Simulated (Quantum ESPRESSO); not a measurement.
# Mn3Si (Fm-3m) in Quantum ESPRESSO: band structure with PBEsol

Aim: the band structure of Mn3Si with PBEsol.

Program: Quantum ESPRESSO 7.5. These are calculated values, not measurements. Logs are shortened: lines on timing, memory, paths and dates and some standing lists are left out, and cuts for length are marked.

## (1) The crystal as given

The structure is cubic, space group Fm-3m (No. 225). Conventional cell: a = 5.722 Å, b = 5.722 Å, c = 5.722 Å, α = 90.00°, β = 90.00°, γ = 90.00°. Mn (site symmetry -43m) has 4 Mn at 2.48 Å and 4 Si at 2.48 Å as nearest neighbours. Mn (site symmetry m-3m) has 8 Mn at 2.48 Å as nearest neighbours. Si (site symmetry m-3m) is surrounded by 8 Mn at 2.48 Å.

## (2) Band structure, PBEsol, collinear spin, ferromagnetic start

Input file pw.in:

```
&CONTROL
  calculation = 'scf'
  prefix = 'pwscf'
  outdir = './tmp'
  pseudo_dir = './pseudo'
  tprnfor = .true.
  tstress = .true.
  disk_io = 'low'
/
&SYSTEM
  ibrav = 0
  nat = 4
  ntyp = 2
  ecutwfc = 45
  ecutrho = 360
  nbnd = 37
  occupations = 'smearing'
  smearing = 'fd'
  degauss = 0.00367493
  nspin = 2
  starting_magnetization(1) = 0.2667
  starting_magnetization(2) = 0
/
&ELECTRONS
  conv_thr = 8d-10
  electron_maxstep = 120
  mixing_beta = 0.3
/
ATOMIC_SPECIES
Mn    54.9380 mn_pbesol_v1.5.uspp.F.UPF
Si    28.0850 si_pbesol_v1.uspp.F.UPF
CELL_PARAMETERS angstrom
   0.0000000000    2.8610000000    2.8610000000
   2.8610000000    0.0000000000    2.8610000000
   2.8610000000    2.8610000000    0.0000000000
ATOMIC_POSITIONS crystal
Mn     0.7500000000    0.7500000000    0.7500000000
Mn     0.2500000000    0.2500000000    0.2500000000
Mn     0.5000000000    0.5000000000    0.5000000000
Si     0.0000000000    0.0000000000    0.0000000000
K_POINTS automatic
8 8 8 0 0 0
```

Input file bands.in:

```
&CONTROL
  calculation = 'bands'
  prefix = 'pwscf'
  outdir = './tmp'
  pseudo_dir = './pseudo'
  disk_io = 'low'
  verbosity = 'high'
/
&SYSTEM
  ibrav = 0
  nat = 4
  ntyp = 2
  ecutwfc = 45
  ecutrho = 360
  nbnd = 37
  occupations = 'smearing'
  smearing = 'fd'
  degauss = 0.00367493
  nspin = 2
  starting_magnetization(1) = 0.2667
  starting_magnetization(2) = 0
/
&ELECTRONS
  conv_thr = 1d-08
  electron_maxstep = 120
  mixing_beta = 0.3
  diago_full_acc = .true.
  startingwfc = 'random'
/
ATOMIC_SPECIES
Mn    54.9380 mn_pbesol_v1.5.uspp.F.UPF
Si    28.0850 si_pbesol_v1.uspp.F.UPF
CELL_PARAMETERS angstrom
   0.0000000000    2.8610000000    2.8610000000
   2.8610000000    0.0000000000    2.8610000000
   2.8610000000    2.8610000000    0.0000000000
ATOMIC_POSITIONS crystal
Mn     0.7500000000    0.7500000000    0.7500000000
Mn     0.2500000000    0.2500000000    0.2500000000
Mn     0.5000000000    0.5000000000    0.5000000000
Si     0.0000000000    0.0000000000    0.0000000000
K_POINTS crystal
60
 0.0000000000  0.0000000000  0.0000000000 1
 0.0625000000  0.0000000000  0.0625000000 1
 0.1250000000  0.0000000000  0.1250000000 1
 0.1875000000  0.0000000000  0.1875000000 1
 0.2500000000  0.0000000000  0.2500000000 1
 0.3125000000  0.0000000000  0.3125000000 1
 0.3750000000  0.0000000000  0.3750000000 1
 0.4375000000  0.0000000000  0.4375000000 1
 0.5000000000  0.0000000000  0.5000000000 1
 0.5000000000  0.0625000000  0.5625000000 1
 0.5000000000  0.1250000000  0.6250000000 1
 0.5000000000  0.1875000000  0.6875000000 1
 0.5000000000  0.2500000000  0.7500000000 1
 0.4375000000  0.3125000000  0.7500000000 1
 0.3750000000  0.3750000000  0.7500000000 1
 0.3375000000  0.3375000000  0.6750000000 1
 0.3000000000  0.3000000000  0.6000000000 1
 0.2625000000  0.2625000000  0.5250000000 1
 0.2250000000  0.2250000000  0.4500000000 1
 0.1875000000  0.1875000000  0.3750000000 1
 0.1500000000  0.1500000000  0.3000000000 1
 0.1125000000  0.1125000000  0.2250000000 1
 0.0750000000  0.0750000000  0.1500000000 1
 0.0375000000  0.0375000000  0.0750000000 1
 0.0000000000  0.0000000000  0.0000000000 1
 0.0625000000  0.0625000000  0.0625000000 1
 0.1250000000  0.1250000000  0.1250000000 1
 0.1875000000  0.1875000000  0.1875000000 1
 0.2500000000  0.2500000000  0.2500000000 1
 0.3125000000  0.3125000000  0.3125000000 1
 0.3750000000  0.3750000000  0.3750000000 1
 0.4375000000  0.4375000000  0.4375000000 1
 0.5000000000  0.5000000000  0.5000000000 1
 0.5250000000  0.4500000000  0.5250000000 1
 0.5500000000  0.4000000000  0.5500000000 1
 0.5750000000  0.3500000000  0.5750000000 1
 0.6000000000  0.3000000000  0.6000000000 1
 0.6250000000  0.2500000000  0.6250000000 1
 0.5833333333  0.2500000000  0.6666666667 1
 0.5416666667  0.2500000000  0.7083333333 1
 0.5000000000  0.2500000000  0.7500000000 1
 0.5000000000  0.2857142857  0.7142857143 1
 0.5000000000  0.3214285714  0.6785714286 1
 0.5000000000  0.3571428571  0.6428571429 1
 0.5000000000  0.3928571429  0.6071428571 1
 0.5000000000  0.4285714286  0.5714285714 1
 0.5000000000  0.4642857143  0.5357142857 1
 0.5000000000  0.5000000000  0.5000000000 1
 0.4821428571  0.4821428571  0.5357142857 1
 0.4642857143  0.4642857143  0.5714285714 1
 0.4464285714  0.4464285714  0.6071428571 1
 0.4285714286  0.4285714286  0.6428571429 1
 0.4107142857  0.4107142857  0.6785714286 1
 0.3928571429  0.3928571429  0.7142857143 1
 0.3750000000  0.3750000000  0.7500000000 1
 0.6250000000  0.2500000000  0.6250000000 1
 0.5937500000  0.1875000000  0.5937500000 1
 0.5625000000  0.1250000000  0.5625000000 1
 0.5312500000  0.0625000000  0.5312500000 1
 0.5000000000  0.0000000000  0.5000000000 1
```

Potentials or basis: GBRV 1.5 PBEsol.

Command:

```bash
OMP_NUM_THREADS=1 mpirun -n 2 pw.x -nk 2 -in pw.in > pw.out
OMP_NUM_THREADS=1 mpirun -n 2 pw.x -nk 2 -in bands.in > bands.out
```

pw.out:

```text
This program is part of the open-source Quantum ESPRESSO suite
     for quantum simulation of materials; please cite
         "P. Giannozzi et al., J. Phys.:Condens. Matter 21 395502 (2009);
         "P. Giannozzi et al., J. Phys.:Condens. Matter 29 465901 (2017);
         "P. Giannozzi et al., J. Chem. Phys. 152 154105 (2020);
     in publications or presentations arising from this work. More details at

     Message from routine setup:
     using ibrav=0 with symmetry is DISCOURAGED, use correct ibrav instead

     K-points division:     npool     =       2
     Subspace diagonalization in iterative solution of the eigenvalue problem:
     a serial algorithm will be used

     G-vector sticks info
     --------------------
     sticks:   dense  smooth     PW     G-vecs:    dense   smooth      PW
     Sum        1453     733    223                36325    12939    2229

     Using Slab Decomposition

     bravais-lattice index     =            0
     lattice parameter (alat)  =       7.6460  a.u.
     unit-cell volume          =     316.0677 (a.u.)^3
     number of atoms/cell      =            4
     number of atomic types    =            2
     number of electrons       =        49.00
     number of Kohn-Sham states=           37
     kinetic-energy cutoff     =      45.0000  Ry
     charge density cutoff     =     360.0000  Ry
     scf convergence threshold =      8.0E-10
     mixing beta               =       0.3000
     number of iterations used =            8  plain     mixing
     Exchange-correlation= SLA  PW   PSX  PSC
                           (   1   4  10   8   0   0   0)

     celldm(1)=   7.645955  celldm(2)=   0.000000  celldm(3)=   0.000000
     celldm(4)=   0.000000  celldm(5)=   0.000000  celldm(6)=   0.000000

     crystal axes: (cart. coord. in units of alat)
               a(1) = (   0.000000   0.707107   0.707107 )
               a(2) = (   0.707107   0.000000   0.707107 )
               a(3) = (   0.707107   0.707107   0.000000 )

     reciprocal axes: (cart. coord. in units 2 pi/alat)
               b(1) = ( -0.707107  0.707107  0.707107 )
               b(2) = (  0.707107 -0.707107  0.707107 )
               b(3) = (  0.707107  0.707107 -0.707107 )

     PseudoPot. # 1 for Mn read from file:
     mn_pbesol_v1.5.uspp.F.UPF
     Pseudo is Ultrasoft + core correction, Zval = 15.0
     Generated by new atomic code, or converted to UPF format
     Using radial grid of  859 points,  6 beta functions with:
                l(1) =   0
                l(2) =   0
                l(3) =   1
                l(4) =   1
                l(5) =   2
                l(6) =   2
     Q(r) pseudized with  8 coefficients,  rinner =    0.950   0.950   0.950
                                                       0.950   0.950

     PseudoPot. # 2 for Si read from file:
     si_pbesol_v1.uspp.F.UPF
     Pseudo is Ultrasoft + core correction, Zval =  4.0
     Generated by new atomic code, or converted to UPF format
     Using radial grid of  899 points,  6 beta functions with:
                l(1) =   0
                l(2) =   0
                l(3) =   1
                l(4) =   1
                l(5) =   2
                l(6) =   2
     Q(r) pseudized with  8 coefficients,  rinner =    0.900   0.900   0.900
                                                       0.900   0.900

     atomic species   valence    mass     pseudopotential
     Mn               15.00    54.93800     Mn( 1.00)
     Si                4.00    28.08500     Si( 1.00)

     Starting magnetic structure
     atomic species   magnetization
     Mn              0.267
     Si              0.000

     48 Sym. Ops., with inversion, found

   Cartesian axes

     site n.     atom                  positions (alat units)
         1        Mn     tau(   1) = (   1.0606602   1.0606602   1.0606602  )
         2        Mn     tau(   2) = (   0.3535534   0.3535534   0.3535534  )
         3        Mn     tau(   3) = (   0.7071068   0.7071068   0.7071068  )
         4        Si     tau(   4) = (   0.0000000   0.0000000   0.0000000  )

     number of k points=    29  Fermi-Dirac smearing, width (Ry)=  0.0037
                       cart. coord. in units 2pi/alat
        k(    1) = (   0.0000000   0.0000000   0.0000000), wk =   0.0019531
        k(    2) = (   0.0883883   0.0883883  -0.0883883), wk =   0.0156250
        k(    3) = (   0.1767767   0.1767767  -0.1767767), wk =   0.0156250
        k(    4) = (   0.2651650   0.2651650  -0.2651650), wk =   0.0156250
        k(    5) = (  -0.3535534  -0.3535534   0.3535534), wk =   0.0078125
        k(    6) = (   0.1767767   0.0000000   0.0000000), wk =   0.0117188
[... 21 lines left out ...]
        k(   28) = (  -0.7071068   0.1767767  -0.0000000), wk =   0.0234375
        k(   29) = (  -0.7071068   0.3535534   0.0000000), wk =   0.0117188

     Dense  grid:    36325 G-vectors     FFT dimensions: (  48,  48,  48)

     Smooth grid:    12939 G-vectors     FFT dimensions: (  36,  36,  36)

     Check: negative core charge=   -0.000020
     Generating pointlists ...
     new r_m :   0.2526 (alat units)  1.9314 (a.u.) for type    1
     new r_m :   0.2526 (alat units)  1.9314 (a.u.) for type    2

     Initial potential from superposition of free atoms

     starting charge      47.4991, renormalised to      49.0000
     Starting wfcs are   43 randomized atomic wfcs

     Self-consistent Calculation

     iteration #  1     ecut=    45.00 Ry     beta= 0.30
     Davidson diagonalization with overlap
     ethr =  1.00E-02,  avg # of iterations =  4.2

     total energy              =    -641.71223664 Ry
     estimated scf accuracy    <       4.75510546 Ry
[... 91 lines left out ...]
     total magnetization       =     2.92 Bohr mag/cell
     absolute magnetization    =     3.06 Bohr mag/cell

[... 56 further cycles ...]
     iteration # 67     ecut=    45.00 Ry     beta= 0.30
     Davidson diagonalization with overlap
     ethr =  9.87E-08,  avg # of iterations =  1.0

     total energy              =    -642.89301978 Ry
     estimated scf accuracy    <       0.00004538 Ry
[... 84 lines left out ...]
     iteration # 76     ecut=    45.00 Ry     beta= 0.30
     Davidson diagonalization with overlap
     ethr =  2.94E-12,  avg # of iterations =  2.0

     Magnetic moment per site  (integrated on atomic sphere of radius R)
     atom   1 (R=0.253)  charge= 13.3901  magn= -0.8470
     atom   2 (R=0.253)  charge= 13.3901  magn= -0.8470
     atom   3 (R=0.253)  charge= 13.3174  magn=  2.6110
     atom   4 (R=0.253)  charge=  2.1303  magn=  0.0425

     End of self-consistent calculation

 ------ SPIN UP ------------

          k = 0.0000 0.0000 0.0000 (  1639 PWs)   bands (ev):

   -63.3369 -61.2309 -61.2062 -32.2146 -32.2146 -32.2146 -30.1841 -30.1841
   -30.1841 -30.0884 -30.0884 -30.0884   5.9303  13.1249  13.1249  13.3735
    13.3735  13.3735  14.3273  14.3273  14.3273  16.9161  16.9161  17.7712
    17.7712  17.7712  18.3239  18.3239  20.3640  21.7220  21.7220  21.7220
    22.8987  22.8987  22.8987  26.3571  26.3571
[... 203 lines left out ...]
   -63.3346 -61.2210 -61.2185 -32.2238 -32.2163 -32.2163 -30.1920 -30.1721
   -30.1329 -30.1322 -30.0990 -30.0859   8.3841  11.3798  12.0114  12.9449
    13.7260  14.3187  14.7321  14.7860  15.5998  16.0424  16.1183  16.4058
    16.5830  16.9081  17.7433  17.8894  18.2320  18.8061  18.9806  22.7341
    24.2812  25.0320  26.1500  27.2678  27.6034

          k =-0.7071 0.1768-0.0000 (  1626 PWs)   bands (ev):

   -63.3345 -61.2231 -61.2166 -32.2260 -32.2229 -32.2088 -30.2046 -30.1749
   -30.1601 -30.1026 -30.0891 -30.0822   8.5152  11.2060  12.5191  13.0355
    13.8634  14.4718  14.4801  14.6040  15.3802  15.5845  16.2193  16.3422
    16.7924  17.2853  17.3634  17.6692  18.2533  18.4378  18.6783  22.4827
    23.3253  26.2741  27.1037  29.1959  29.1975

          k =-0.7071 0.3536 0.0000 (  1628 PWs)   bands (ev):

   -63.3345 -61.2198 -61.2198 -32.2260 -32.2158 -32.2158 -30.2006 -30.1790
   -30.1315 -30.1315 -30.0858 -30.0857   8.5809  11.7913  11.7913  12.7497
    13.7481  14.5193  14.6073  14.6073  15.5247  15.9470  15.9470  16.5421
    16.7414  17.1580  17.3654  17.3654  18.4244  18.6191  18.6191  23.6082
    24.4128  25.0112  25.0112  29.2833  29.5234

 ------ SPIN DOWN ----------

          k = 0.0000 0.0000 0.0000 (  1639 PWs)   bands (ev):

   -62.1833 -62.1539 -60.3117 -31.1058 -31.1058 -31.1058 -31.0373 -31.0373
   -31.0373 -29.2503 -29.2503 -29.2503   5.9890  12.9861  12.9861  12.9861
    13.6216  13.6216  15.6523  15.6523  15.6523  17.0532  17.0532  17.0532
    17.6876  17.6876  18.7998  18.7998  20.7307  21.3363  21.3363  21.3363
    23.5249  23.5249  23.5249  26.5443  26.5443
[... 203 lines left out ...]
   -62.1686 -62.1657 -60.3148 -31.1375 -31.1142 -31.0784 -31.0761 -31.0277
   -31.0137 -29.2510 -29.2502 -29.2403   8.4348  11.5346  12.0686  13.3329
    13.8786  14.8986  15.0271  15.2898  15.5285  15.6344  15.8779  16.1151
    17.9822  18.0281  18.1949  18.2801  18.6761  18.8934  19.0414  22.6758
    24.3813  25.0246  26.2575  27.1685  27.8536

          k =-0.7071 0.1768-0.0000 (  1626 PWs)   bands (ev):

   -62.1702 -62.1639 -60.3150 -31.1440 -31.1240 -31.1223 -31.0348 -31.0150
   -31.0085 -29.2615 -29.2418 -29.2381   8.6100  11.1676  12.7341  13.1758
    14.1145  14.7255  14.8428  15.1694  15.2510  15.8482  16.0911  16.5400
    17.8375  17.8924  17.9067  18.1049  18.3158  18.6495  18.7792  22.2197
    23.5776  26.5726  27.0687  29.0521  29.2327

          k =-0.7071 0.3536 0.0000 (  1628 PWs)   bands (ev):

   -62.1670 -62.1670 -60.3150 -31.1468 -31.1212 -31.0788 -31.0788 -31.0118
   -31.0117 -29.2514 -29.2514 -29.2381   8.6577  11.8350  11.8350  13.0637
    14.0007  14.9179  14.9179  15.3327  15.4978  15.4978  16.0118  16.2423
    18.0269  18.0269  18.0455  18.0455  18.4316  18.5008  18.8026  23.5588
    24.5442  25.0869  25.0869  29.0760  29.6505

     the Fermi energy is    17.0019 ev

!    total energy              =    -642.89302359 Ry
     estimated scf accuracy    <          3.1E-10 Ry
     smearing contrib. (-TS)   =      -0.00149674 Ry
     internal energy E=F+TS    =    -642.89152685 Ry

     The total energy is F=E-TS. E is the sum of the following terms:
     one-electron contribution =    -302.89284195 Ry
     hartree contribution      =     178.31131842 Ry
     xc contribution           =     -83.32537014 Ry
     ewald contribution        =    -434.98463318 Ry

     total magnetization       =     1.01 Bohr mag/cell
     absolute magnetization    =     4.61 Bohr mag/cell

     convergence has been achieved in  76 iterations

     Forces acting on atoms (cartesian axes, Ry/au):

     atom    1 type  1   force =     0.00000000    0.00000000    0.00000000
     atom    2 type  1   force =    -0.00000000   -0.00000000   -0.00000000
     atom    3 type  1   force =     0.00000000    0.00000000    0.00000000
     atom    4 type  2   force =     0.00000000   -0.00000000    0.00000000

     Total force =     0.000000     Total SCF correction =     0.000000

     Computing stress (Cartesian axis) and pressure

          total   stress  (Ry/bohr**3)                   (kbar)     P=     -157.83
  -0.00107293   0.00000000   0.00000000         -157.83        0.00        0.00
   0.00000000  -0.00107293  -0.00000000            0.00     -157.83       -0.00
  -0.00000000  -0.00000000  -0.00107293           -0.00       -0.00     -157.83

=------------------------------------------------------------------------------=
   JOB DONE.
=------------------------------------------------------------------------------=
```

Wall time 6.1 min (2 MPI ranks of Arm Neoverse V2, shared host); peak memory 0.3 GiB.

Results:

- Free energy: -8747.0052 eV
- Pressure: -15.8 GPa
- Band gap on the k mesh: none (metal or under the smearing width)
- Net moment: 1.01 μB per cell
- Absolute moment: 4.61 μB per cell
- Site moments: Mn -0.85, +2.61; Si +0.04 μB
- Valence electrons inside the program's atomic spheres: Mn 13.39, 13.32; Si 2.13

Levels at the corners of the path, in eV from the Fermi level:
Spin up:
| point | band 23 | band 24 | band 25 | band 26 | band 27 | band 28 |
| --- | --- | --- | --- | --- | --- | --- |
| Γ | -0.09 | 0.77 | 0.77 | 0.77 | 1.32 | 1.32 |
| X | -1.00 | -0.18 | -0.18 | 0.15 | 0.81 | 0.84 |
| W | -1.05 | -0.46 | -0.26 | 0.16 | 0.36 | 0.36 |
| K | -0.83 | -0.74 | -0.49 | 0.00 | 0.53 | 0.92 |
| Γ | -0.09 | 0.77 | 0.77 | 0.77 | 1.32 | 1.32 |
| L | -0.46 | -0.46 | -0.26 | -0.26 | 0.56 | 0.56 |
| U | -0.83 | -0.74 | -0.49 | 0.00 | 0.53 | 0.92 |
| W | -1.05 | -0.46 | -0.26 | 0.16 | 0.36 | 0.36 |
| L | -0.46 | -0.46 | -0.26 | -0.26 | 0.56 | 0.56 |
| K | -0.83 | -0.74 | -0.49 | 0.00 | 0.53 | 0.92 |
| U | -0.83 | -0.74 | -0.49 | 0.00 | 0.53 | 0.92 |
| X | -1.00 | -0.18 | -0.18 | 0.15 | 0.81 | 0.84 |
Spin down:
```tsv
point	band 22	band 23	band 24	band 25	band 26	band 27
Γ	0.05	0.05	0.05	0.69	0.69	1.80
X	-0.83	-0.83	-0.18	0.51	0.64	0.90
W	-1.50	-0.99	-0.76	1.02	1.02	1.04
K	-1.25	-1.08	-0.77	0.88	0.90	1.08
Γ	0.05	0.05	0.05	0.69	0.69	1.80
L	-1.20	-1.20	-1.19	0.92	0.92	1.53
U	-1.25	-1.08	-0.77	0.88	0.90	1.08
W	-1.50	-0.99	-0.76	1.02	1.02	1.04
L	-1.20	-1.20	-1.19	0.92	0.92	1.53
K	-1.25	-1.08	-0.77	0.88	0.90	1.08
U	-1.25	-1.08	-0.77	0.88	0.90	1.08
X	-0.83	-0.83	-0.18	0.51	0.64	0.90
```

Caveat: so large a pressure means that the cell lies far from this level's equilibrium, or that cutoff or potentials fall short.
